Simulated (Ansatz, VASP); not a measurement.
One calculation of InP, two programs

```
CELL_PARAMETERS angstrom
0.00000 2.93909 2.93909
2.93909 0.00000 2.93909
2.93909 2.93909 0.00000
ATOMIC_POSITIONS crystal
In 0.00000 0.00000 0.00000
P 0.25000 0.25000 0.25000
```

Alike in both runs: task single point; functional r2SCAN; k mesh 10 × 10 × 10; occupations gaussian, width 0.02 eV; no spin polarisation.

```csv
,VASP,Ansatz
version,VASP 6.6.1,Ansatz 0.2.0
potentials or method,"VASP PAW PBE potentials, release 64 (In_d, P)","scalar-relativistic, plane waves, PAW"
plane-wave cutoff (eV),520,500
valence electrons in the cell,18,18
```

```csv
,VASP,Ansatz,Ansatz less VASP
gap on the k mesh at the Fermi level (eV),1.12,1.11,-0.004
least direct gap on the mesh (eV),1.12,1.11,-0.004
pressure (GPa),0.9,1.0,+0.11
```

With one functional, cell and mesh, what is left measures potentials, basis and numerics.

Caveats: the PAW data sets were made with another functional, which shifts forces and pressure a little (VASP); spin-orbit coupling is left out, which moves the levels of the heavy elements.
